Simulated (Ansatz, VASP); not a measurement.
One calculation of ZrC, two programs

Contents of INCAR:

```
  PREC = Accurate
  ENCUT = 520
  EDIFF = 1E-6
  ISMEAR = 0
  SIGMA = 0.1
  LREAL = False
  LASPH = True
  NELM = 60
  ALGO = Normal
  ISIF = 2
  LWAVE = False
  LCHARG = False
  GGA = PE
  NBANDS = 15
```

The input KPOINTS:

```
Automatic mesh
0
Gamma
  6 6 4
```

Contents of POSCAR:

```
ZrC
1.0
    2.8933611600      0.0000000000      0.0000000000
    0.0000000000      2.8933611600      0.0000000000
    0.0000000000      0.0000000000      3.7673676200
Zr C
1 1
Direct
    0.5000000000      0.5000000000      0.0410524000
    0.0000000000      0.0000000000      0.5374312000
```

Input for Ansatz:

```yaml
crystal:
  lattice:
    - [2.89336116, 0.0, 0.0]
    - [0.0, 2.89336116, 0.0]
    - [0.0, 0.0, 3.76736762]
  atoms:
    - { symbol: Zr, position: [0.5, 0.5, 0.0410524] }
    - { symbol: C, position: [0.0, 0.0, 0.5374312] }
basis:
  ecutwfc: 420
kpoints:
  mp_grid: { grid: [6, 6, 4] }
hamiltonian:
  xc: pbe
scf:
  occupations: { method: gaussian, width: 0.1 }
  lower_state_search: "off"
output:
  forces: true
  stress: true
  eigenvalues: true
```

Alike in both runs: task single point; functional PBE; k mesh 6 × 6 × 4; occupations gaussian, width 0.1 eV; no spin polarisation.

```csv
,VASP,Ansatz
version,VASP 6.6.1,Ansatz 0.2.0
potentials or method,"VASP PAW PBE potentials, release 64 (Zr_sv, C)","scalar-relativistic, plane waves, PAW"
plane-wave cutoff (eV),520,420
valence electrons in the cell,16,16
```

VASP gave:

```
gap on the k mesh at the Fermi level (eV)       : none
pressure (GPa)                                  : -24.3
largest component of the traceless stress (GPa) : 29.50
rms of the force components (eV/Å)              : 0.011
```

**Question.** Estimate Ansatz's values.

**Answer.** gap on the k mesh at the Fermi level (eV): none; pressure (GPa): -24.4; largest component of the traceless stress (GPa): 29.49; rms of the force components (eV/Å): 0.011.

Atom by atom the forces differ by 0.000 eV/Å (rms over components). A gap of «none» marks a metal or a gap that the smearing closes.

Caveats: the k mesh is coarse (spacing up to 0.42 Å⁻¹), so the values aren't converged; so large a pressure means that the cell lies far from this level's equilibrium, or that cutoff or potentials fall short (VASP).
